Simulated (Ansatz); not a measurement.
# GaP: strain energy, fitted

GaP, F-43m, a = 5.505 Å. Ansatz: PBE, PAW, 420 eV, Γ-centred 8×8×6 mesh on 4 atoms, Gaussian smearing 0.02 eV; no spin polarisation. Series: biaxial strain in the a-b plane, c and atoms relaxed; x is the strain in per cent. The axes a, b, c are those of the computed cell (3.893, 3.893, 5.505 Å), along [1 1 0], [-1 1 0], [0 0 1] of the cell named above. y is the free energy over the unstrained cell, V0 = 20.855 Å³/atom.

| x (%) | y (meV/atom) |
| --- | --- |
| -4.5 | 39.47 |
| -3.0 | 17.10 |
| -1.5 | 4.22 |
| 0.0 | 0.00 |
| 1.5 | ? |
| 3.0 | 14.38 |
| 4.5 | 31.52 |

Question: Fit y = c2 x² + c3 x³ to the other rows, turn c2 into a modulus, and predict the missing energy.

Answer: Least squares on the rows shown. y = 1.7525 x² − 0.044190 x³. In eV per unit strain² c2 is 17.52; M is the biaxial modulus (E = M V0 ε²): 17.52 × 160.2 / (20.855) = 135 GPa. The unstrained cell keeps some stress along the strain, worth a slope of -0.14 meV/atom per %, which the form leaves out. At x = 1.5 the fit asked for gives 3.79 meV/atom. The run gave 3.63 meV/atom, so the fit is 0.16 meV/atom too high, within twice the rms miss on the fitted rows (0.13 meV/atom).